**Q:** This scan pushes the atoms of four-coordinate hexagonal germanium along one of the crystal's own vibrations. The left arm climbs much higher than the right. Is the crystal easier to push one way than the other?

Germanium (P6_3/mmc, 8 atoms, a = 4.004 Å, c = 13.145 Å) is displaced along one vibrational mode in a fixed cell. The runs used Ansatz 0.2.0 with scalar-relativistic plane-wave PAW, PBEsol, no spin polarisation, a 420 eV cutoff, a 12×12×4 k mesh and 0.15 eV Gaussian smearing. Energies are free energies relative to the undisplaced cell, and pressure is positive in compression.

```
amplitude (Å of the largest displacement)  energy change (meV a cell)  force along mode (eV/Å)  pressure (GPa)
                                    -0.12                        32.8                    0.553           -0.04
                                    -0.06                         8.1                    0.272           -0.01
                                        0                         0.0                    0.000            0.00
                                     0.03                         2.0                   -0.136            0.00
                                     0.09                        18.4                   -0.411           -0.02
```

**A:** No. The left arm was simply followed further, to 0.12 Å against 0.09 Å on the right. The amplitude $x$ is the displacement of the atoms that move most, and its sign only says which way they go.

Symmetry settles the question. The resting crystal has inversion centres, and the displaced cells have lost them. A vibration that repeats identically in every cell either keeps inversion or is reversed by it, so this one must be reversed. Inversion then turns the crystal at $+x$ into the crystal at $-x$, and the two must have the same energy. No such pair was computed, but a curve built from $x^2$ and $x^4$ fits the five energies far better than one built from $x^2$ and $x^3$.

**Q:** Then what shape is the energy curve?

**A:** Very nearly a parabola. Follow the rows at 0.03, −0.06 and −0.12 Å, where the size of the displacement doubles at each step. The energy change goes from 2.0 to 8.1 to 32.8 meV, about four times as much each time. The force along the mode, which is the downhill slope of the energy, roughly doubles in size and points back to the resting position. There is no second minimum within this range.

The vibrational calculation that supplied the mode gives it a wavenumber of 47.4 cm⁻¹. A pure spring of that wavenumber would cost 32.4 meV at −0.12 Å, about 1 % less than the scan gives. This row played no part in that estimate.

**Q:** That is a low wavenumber for a crystal held together by covalent bonds. Why is the spring so weak?

**A:** Because the motion hardly stretches the bonds. Picture the crystal as a stack of puckered double layers. Within a double layer each atom has three bonds, and a fourth, upright bond ties it to the next double layer. In this mode the double layers slide sideways almost as rigid sheets.

The shortest distance between atoms supports this picture. It changes from 2.450 Å to only 2.447 Å at the largest displacement. Had bonded neighbours within a double layer moved in opposite directions, some bonds there would have shortened by at least 0.1 Å.

**Q:** Are all the upright bonds sheared, then?

**A:** Only half of them, if the symmetry is read correctly. Some upright bonds straddle an inversion centre, and their two ends move together. The others straddle a mirror plane, and their ends move in opposite directions. The outputs give displacements and forces but no atomic positions, so this assignment is an inference. It fits the forces: at −0.12 Å four of the eight atoms feel a pull of about 0.054 eV/Å along the stacking axis, while the other four feel almost none.

Sliding tilts a sheared bond and so bends the angles it makes with its neighbours. Tetrahedral bonds resist bending much less than stretching. If the whole energy is charged to the sheared bonds, each has a sideways stiffness of about 0.6 eV/Å². The pull along the axis suggests a lengthwise stiffness of order 5 eV/Å², and this contrast is a main reason why the mode is soft. It also matters that neighbouring double layers move in pairs, so that only the upright bonds between one pair and the next resist. Mass lowers the wavenumber further, since these few bonds must swing all eight heavy atoms.

**Q:** But a tilted bond between two sheets at a fixed distance must get longer.

**A:** It does, though only slightly. Let $d$ be the bond length and $s$ the sideways slide of one end relative to the other. Pythagoras gives the lengthening

$$\Delta d \approx \frac{s^2}{2d}.$$

At −0.12 Å the slide is 0.225 Å, so with $d = 2.45$ Å

$$\Delta d \approx \frac{0.225^2}{2\times 2.45} \approx 0.010\ \text{Å}.$$

The lengthening is some twenty times smaller than the slide. Because it goes as the square of the slide, it leaves the parabola almost untouched. It does, however, put the bond under tension.

**Q:** Is that why the pressure turns negative? I would have thought that pushing atoms about makes a crystal want to expand.

**A:** Yes, that is the link. Pluck a string sideways and it pulls its two supports together; the sheared bonds do the same to the double layers. The cell was held fixed, so this appears as tension along the stacking axis.

The printed pressures are too coarse to show the growth, but the stresses from the same runs are finer. From −0.06 to −0.12 Å the stress along the axis, measured from the resting cell, goes from −0.039 to −0.150 GPa. That is nearly fourfold for a doubled displacement, as the square in the formula demands. The pressure column averages this tension with two small positive stresses in the plane, so it shows less than a third of it.

**Q:** Can the pull on those atoms account for the size of the tension?

**A:** Roughly. Each layer of upright bonds has one bond per 13.9 Å² of cross-section, the base area of the cell. Two of the four such layers are sheared, and together they fill $2\times 2.45$ Å of the 13.145 Å cell height. Suppose that only these bonds are under tension. With 1 eV/Å³ equal to 160.2 GPa, the average stress along the axis is then

$$\frac{0.0536}{13.9}\times\frac{2\times 2.45}{13.145}\times 160.2 \approx 0.23\ \text{GPa}.$$

The calculation gives 0.15 GPa, so the estimate is about half too large. The difference must come from what the simple picture ignores, most likely the forces from the bent angles. The other upright bonds keep their length, and the small length changes within a double layer are expected nearly to cancel. The pull itself was taken from the calculation, so this tests how the pull adds up to a stress and not how large the pull should be.

**Q:** What does the tension mean for a crystal under load?

**A:** It means that squeezing makes this vibration softer. When the double layers are pressed closer together, the upright bonds are too short, and sliding sideways gives them back some length. The slide then costs less energy.

The measure of this is the Grüneisen parameter $\gamma$, the percentage by which the wavenumber rises when the volume shrinks by one per cent. With $\Delta P$ the change in pressure, $V$ the cell volume and $E$ the energy change,

$$\gamma = \frac12\left(\frac{\Delta P\,V}{E}+\frac23\right).$$

The $2/3$ allows for displacements that shrink with the cell. The displaced rows give values between −0.44 and −0.49, so shrinking the volume by 1 % should lower the wavenumber by about half a per cent. This holds for a cell that shrinks equally in all directions, with no rearrangement of the atoms inside it.

Negative values are well known for the short-wavelength transverse acoustic vibrations of ordinary germanium, in which layers also slide past each other. They help to explain why germanium contracts on warming at low temperature. The present mode is probably a vibration of that family, folded into the larger hexagonal cell, but the runs do not identify it as such.

**Q:** You said the curve is nearly a parabola. Does the small remainder mean that the spring stiffens at large amplitude?

**A:** Along this straight path it does. I fitted $E = ax^2 + bx^4$ to the energies of the five rows, taken with more digits than the table prints. The term in $x^4$ comes out positive and supplies about 0.3 meV of the 32.8 meV at −0.12 Å. The slope of the fitted curve also reproduces the computed forces, which were not used in the fit.

I would not call this stiffening a property of the real vibration. The atoms were moved along straight lines, whereas a tilting bond would rather swing along an arc and keep its length. Stretching the two sheared bonds costs about half a meV by the simple picture, which is of the same order as the $x^4$ term. Letting the atoms relax along the stacking axis would gain back an amount of that order too, by a rough estimate that assumes a stiffness for this motion. A scan with that relaxation would show whether any stiffening survives, but none was run.

**Q:** How would I recognise this behaviour in another crystal?

**A:** Ask first how bonded neighbours move relative to each other. If they move together, their bond is not strained at all. If they slide past each other across the bond, its length changes only in second order, so the restoring force comes mainly from bending. In a network of stiff bonds with easily bent angles, that tends to give a soft mode and a tension that grows as the square of the amplitude. Relative motion along the bond changes its length at once and meets the full stretching stiffness.

How soft the mode is depends on the bending stiffness, and here that rests on a single density functional. PBEsol leaves this germanium without a band gap, a familiar failing of such functionals for this element. The functional was also run on PAW datasets made for another one, PBE. How much either shifts the wavenumber was not tested. The analysis printed below gives the fits and the stresses row by row.

Printed output of the fit:

```
fit of en on 5 rows: coefficient of xsq 2257 +/- 0.1, coefficient of xqu 1647 +/- 7.8; rms 0.000339, worst -0.06 0.00051, leave-one-out rms 0.00237
fit of en on 5 rows: coefficient of xsq 2274 +/- 2.3, coefficient of xcu -50.41 +/- 21; rms 0.0242, worst -0.06 0.0513, leave-one-out rms 0.21
Energy and force (row 0 holds placeholders in the ratios):
    row  harmonic meV  computed above harmonic %  energy/x2 eV/A2  force from energy fit eV/A
  -0.12         32.45                      1.214            2.281                       0.553
  -0.06         8.112                     0.4192            2.263                      0.2722
    0.0             0                          0                0                           0
   0.03         2.028                     0.2133            2.258                     -0.1356
   0.09         18.25                     0.7568             2.27                      -0.411
Stress changes from row 0 (ratios there are placeholders):
    row  pressure GPa  stress along c GPa  in-plane stress GPa  pull/x2 eV/A3  Grueneisen parameter
  -0.12      -0.04479             -0.1504              0.00802          3.722               -0.4438
  -0.06      -0.01163            -0.03889                0.002          3.806               -0.4802
    0.0             0                   0                    0        -0.0001                     0
   0.03     -0.002937           -0.009807            0.0004979          3.778               -0.4901
   0.09      -0.02576             -0.0863             0.004511          3.802               -0.4647
Wavenumber from the fitted curvature in 1/cm: 47.42
Quartic part of the energy at the largest amplitude in meV: 0.3414
Sideways slide across a sheared bond at the largest amplitude in A: 0.225
Its lengthening by geometry in A: 0.01031
Least shortening if neighbours within a double layer moved oppositely in A: 0.1093
Sideways stiffness per sheared bond in eV/A2: 0.6421
Lengthwise stiffness implied by the pull in eV/A2 (order of magnitude): 5.2
Stretch energy of the two sheared bonds in meV (order of magnitude): 0.5525
Energy gained by out-of-plane relaxation in meV (order of magnitude): 0.3425
Tension along c if only sheared bonds pull in GPa (rough): 0.2306
```
